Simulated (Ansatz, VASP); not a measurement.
Given: the input of a run of VASP 6.6.1 on Hg.

INCAR

```
PREC     = Accurate       # precision mode
ENCUT    = 520            # plane-wave cutoff, eV
EDIFF    = 1E-7           # SCF threshold, eV
ISMEAR   = -1             # smearing method
SIGMA    = 0.05           # smearing width, eV
LREAL    = F              # projectors in reciprocal space
LASPH    = T              # aspherical terms in the spheres
NELM     = 100            # most SCF steps
ALGO     = Normal         # electronic algorithm
ISIF     = 2              # what is computed and relaxed
LWAVE    = F              # write WAVECAR
LCHARG   = F              # write CHGCAR
GGA      = PE             # functional
NBANDS   = 12             # bands
```

KPOINTS

```
regular mesh
0
Gamma
  9 9 9
```

The input POSCAR:

```
Hg
1.0
    2.1522732572     -2.7077520887      0.0000000000
    2.1522732572      2.7077520887      0.0000000000
   -2.1429626466      0.0000000000      2.9302586189
Hg
1
Direct
    0.0000000000      0.0000000000      0.0000000000
```

Potentials or basis: VASP PAW PBE potentials, release 64 (Hg).

Run with:

```bash
$ cat potpaw_PBE.64/Hg/POTCAR > POTCAR
$ mpirun -np 1 vasp_std > vasp.out
```

Q: Translate it to Ansatz 0.2.0. Potentials there: Ansatz PAW.

A: As run (the cutoff follows the program's own potentials):

The input input.yaml:

```yaml
crystal:
  lattice:
    - [2.1522732572, -2.7077520887, 0.0]
    - [2.1522732572, 2.7077520887, 0.0]
    - [-2.1429626466, 0.0, 2.9302586189]
  atoms:
    - { symbol: Hg, position: [0.0, 0.0, 0.0] }
hamiltonian:
  xc: pbe
  pseudopotentials: { kind: paw }
kpoints:
  mp_grid: { grid: [9, 9, 9] }
scf:
  occupations: { method: fermi_dirac, width: 0.05 }
output:
  forces: true
  stress: true
  eigenvalues: true
```

Potentials or basis: Ansatz PAW.

Run with:

```sh
$ ansatz run input.yaml --threads 2 --pin off --max-ram 5120MiB --backend cpu --events-out ev --progress --plain --runs-dir out
```

Both were run:

|  | VASP | Ansatz | Ansatz less VASP |
| --- | --- | --- | --- |
| gap on the k mesh at the Fermi level (eV) | none | none | - |
| pressure (GPa) | -0.5 | -0.5 | -0.02 |
| largest component of the traceless stress (GPa) | 0.29 | 0.28 | -0.019 |

A gap of «none» marks a metal or a gap that the smearing closes. With one functional, cell and mesh, what is left measures potentials, basis and numerics. The two sets of potentials don't hold the same shells in valence.

The runs have no spin-orbit coupling, so splittings on Hg are missing.
